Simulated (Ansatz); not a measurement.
Input of an Ansatz 0.2.0 run:

File input.yaml:

```yaml
crystal:
  lattice:
    - [0.0, 1.737572933, 1.737572933]
    - [1.737572933, 0.0, 1.737572933]
    - [1.737572933, 1.737572933, 0.0]
  atoms:
    - { symbol: Ni, position: [0.0, 0.0, 0.0], spin: 1.0 }
kpoints:
  mp_grid: { grid: [13, 13, 13] }
  band_path:
    path:
      - [0.0, 0.0, 0.0]
      - [0.5, 0.0, 0.5]
      - [0.5, 0.25, 0.75]
      - [0.375, 0.375, 0.75]
      - [0.0, 0.0, 0.0]
      - [0.5, 0.5, 0.5]
      - [0.625, 0.25, 0.625]
      - [0.5, 0.25, 0.75]
    npoints: 12
scf:
  occupations: { method: fermi_dirac, width: 0.05 }
hamiltonian:
  xc: pbesol
  pseudopotentials: { kind: all_electron, lapw: { basis_error: 0.001 } }
magnetization:
  spin_polarized: true
output:
  forces: true
  stress: true
  eigenvalues: true
```

Potentials or basis: all-electron LAPW, scalar-relativistic.

Launch:

```console
$ ansatz run input.yaml --threads 2 --pin off --max-ram 6144MiB --backend cpu --events-out ev --progress --plain --runs-dir out
```

**Question.** Predict the net moment.

**Answer.** 0.63 μB per cell.

**Question.** What does it give for the pressure?

**Answer.** -2.4 GPa.

Levels at the corners of the path, in eV from the Fermi level:
Spin up:
| point | band 7 | band 8 | band 9 | band 10 | band 11 | band 12 |
| --- | --- | --- | --- | --- | --- | --- |
| Γ | -2.55 | -2.55 | -1.30 | -1.30 | 23.72 | 27.91 |
| X | -0.54 | -0.45 | -0.45 | 2.30 | 9.45 | 14.96 |
| W | -3.25 | -1.38 | -0.45 | 7.81 | 7.81 | 10.11 |
| K | -2.24 | -1.14 | -0.72 | 5.75 | 7.36 | 10.17 |
| Γ | -2.55 | -2.55 | -1.30 | -1.30 | 23.72 | 27.91 |
| L | -2.54 | -0.59 | -0.59 | -0.52 | 5.84 | 22.24 |
| U | -2.24 | -1.14 | -0.72 | 5.75 | 7.36 | 10.17 |
| W | -3.25 | -1.38 | -0.45 | 7.81 | 7.81 | 10.11 |
Spin down:
```tsv
point	band 5	band 6	band 7	band 8	band 9	band 10	band 11	band 12	band 13
Γ	-9.44	-1.82	-1.82	-1.82	-0.69	-0.69	23.61	27.92	27.92
X	-4.59	-3.85	0.10	0.40	0.40	2.29	9.73	14.99	14.99
W	-3.61	-2.66	-2.66	-0.80	0.40	8.02	8.02	10.31	11.49
K	-3.79	-3.41	-1.64	-0.53	0.11	5.99	7.57	10.39	17.44
Γ	-9.44	-1.82	-1.82	-1.82	-0.69	-0.69	23.61	27.92	27.92
L	-4.70	-1.92	-1.92	-0.55	0.17	0.17	6.28	22.14	25.16
U	-3.79	-3.41	-1.64	-0.53	0.11	5.99	7.57	10.39	17.44
W	-3.61	-2.66	-2.66	-0.80	0.40	8.02	8.02	10.31	11.49
```
